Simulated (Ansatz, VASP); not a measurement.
# GaAs in VASP and in Ansatz

```
Ga As
1.0
     0.00000    2.86021    2.86021
     2.86021    0.00000    2.86021
     2.86021    2.86021    0.00000
Ga As
1 1
Direct
  0.00000 0.00000 0.00000
  0.25000 0.25000 0.25000
```

Alike in both runs: task single point; functional PBE; k mesh 6 × 6 × 6; occupations gaussian, width 0.1 eV; no spin polarisation.

|  | VASP | Ansatz |
| --- | --- | --- |
| version | VASP 6.6.1 | Ansatz 0.2.0 |
| potentials or method | VASP PAW PBE potentials, release 64 (Ga_d, As) | scalar-relativistic, plane waves, PAW |
| plane-wave cutoff (eV) | 520 | 420 |
| valence electrons in the cell | 18 | 28 |

|  | VASP | Ansatz | Ansatz less VASP |
| --- | --- | --- | --- |
| gap on the k mesh at the Fermi level (eV) | 0.26 | 0.25 | -0.003 |
| least direct gap on the mesh (eV) | 0.26 | 0.25 | -0.003 |
| pressure (GPa) | 0.9 | 0.8 | -0.16 |

The functional is the same, so the differences come from potentials, cutoffs and numerics. The two sets of potentials don't hold the same shells in valence.

As with any semilocal functional, this PBE gap is likely too small.
